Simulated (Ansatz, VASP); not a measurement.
# One calculation of WC, two programs

Contents of INCAR:

```
ALGO = Normal ; EDIFF = 1E-7
EDIFFG = -0.01 ; ENCUT = 600
GGA = PE ; IBRION = 2
ISIF = 4 ; ISMEAR = 0
LASPH = True ; LCHARG = False
LREAL = False ; LWAVE = False
NELM = 100 ; NSW = 50
PREC = Accurate ; SIGMA = 0.1
```

Contents of KPOINTS:

```
k-points
0
Gamma
  18 18 14
```

File POSCAR:

```
WC
1.0
    2.8921649791      0.0000000000      0.0000000000
   -1.4460824896      2.5046883439      0.0000000000
    0.0000000000      0.0000000000      2.8182925240
W C
1 1
Direct
    0.0000000000      0.0000000000      0.0000000000
    0.6666666667      0.3333333333      0.5000000000
```

Input for Ansatz:

```yaml
crystal:
  lattice:
    - [2.8921649791, 0.0, 0.0]
    - [-1.4460824896, 2.5046883439, 0.0]
    - [0.0, 0.0, 2.818292524]
  atoms:
    - { symbol: W, position: [0.0, 0.0, 0.0] }
    - { symbol: C, position: [0.6666666667, 0.3333333333, 0.5] }
basis:
  ecutwfc: 420
kpoints:
  mp_grid: { grid: [18, 18, 14] }
hamiltonian:
  xc: pbe
scf:
  occupations: { method: gaussian, width: 0.1 }
output:
  forces: true
  stress: true
  eigenvalues: true
  write_density: true
  write_potential: true
  elf: true
  volumetric_format: npy
relax:
  adjacent_minimum: "off"
  f_tol: 0.01
  max_steps: 30
  cell: { stress_tol: 0.1, fix: [volume] }
```

Alike in both runs: task relaxation of shape and atoms at fixed volume; functional PBE; k mesh 18 × 18 × 14; occupations gaussian, width 0.1 eV; no spin polarisation.

```csv
,VASP,Ansatz
version,VASP 6.6.1,Ansatz 0.2.0
potentials or method,"VASP PAW PBE potentials, release 64 (W_sv, C)","scalar-relativistic, plane waves, PAW"
plane-wave cutoff (eV),600,420
valence electrons in the cell,18,18
```

```csv
,VASP,Ansatz,Ansatz less VASP
"gap on the k mesh at the Fermi level, each at its own relaxed structure (eV)",none,none,-
relaxed volume (Å³/atom),10.21,10.21,0.000
relaxed cell length with the largest relative difference (Å),2.824,2.823,-0.0008
```

A gap of «none» marks a metal or a gap that the smearing closes.

Spin-orbit coupling is left out, which matters for the levels of W.
